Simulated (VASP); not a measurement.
A run of VASP 6.6.1 is set up as follows.

The input INCAR:

```
SYSTEM = ZnH
  PREC = Accurate
  ENCUT = 520
  EDIFF = 1E-6
  ISMEAR = -1
  SIGMA = 0.05
  LREAL = .FALSE.
  LASPH = .TRUE.
  NELM = 100
  ALGO = Normal
  ISIF = 2
  LWAVE = .FALSE.
  LCHARG = .FALSE.
  GGA = B5
  ALDAX = 1.0
  AGGAX = 1.0
  AGGAC = 1.0
  ALDAC = 0.0
  NBANDS = 14
```

Contents of KPOINTS:

```
regular mesh
0
G
  10 10 10
  0 0 0
```

The input POSCAR:

```
ZnH
1.0
    0.0000000000      2.2159400000      2.2159400000
    2.2159400000      0.0000000000      2.2159400000
    2.2159400000      2.2159400000      0.0000000000
Zn H
1 1
Direct
    0.0000000000      0.0000000000      0.0000000000
    0.2500000000      0.2500000000      0.2500000000
```

File KPOINTS_OPT:

```
path GXWKGLUWLK,UX
20
line-mode
reciprocal
 0.0000000000  0.0000000000  0.0000000000  G
 0.5000000000  0.0000000000  0.5000000000  X

 0.5000000000  0.0000000000  0.5000000000  X
 0.5000000000  0.2500000000  0.7500000000  W

 0.5000000000  0.2500000000  0.7500000000  W
 0.3750000000  0.3750000000  0.7500000000  K

 0.3750000000  0.3750000000  0.7500000000  K
 0.0000000000  0.0000000000  0.0000000000  G

 0.0000000000  0.0000000000  0.0000000000  G
 0.5000000000  0.5000000000  0.5000000000  L

 0.5000000000  0.5000000000  0.5000000000  L
 0.6250000000  0.2500000000  0.6250000000  U

 0.6250000000  0.2500000000  0.6250000000  U
 0.5000000000  0.2500000000  0.7500000000  W

 0.5000000000  0.2500000000  0.7500000000  W
 0.5000000000  0.5000000000  0.5000000000  L

 0.5000000000  0.5000000000  0.5000000000  L
 0.3750000000  0.3750000000  0.7500000000  K

 0.6250000000  0.2500000000  0.6250000000  U
 0.5000000000  0.0000000000  0.5000000000  X
```

Potentials or basis: VASP PAW PBE potentials, release 64 (Zn, H).

Command:

```console
$ cat potpaw_PBE.64/Zn/POTCAR potpaw_PBE.64/H/POTCAR > POTCAR
$ mpirun -np 1 vasp_std > vasp.out
```

(1) What does it give for the pressure?

(2) Estimate the band gap along the path.

Answers

(1) 5.3 GPa.

(2) none (metal or under the smearing width).

Caveat: the PAW data sets were made with another functional, which shifts forces and pressure a little.
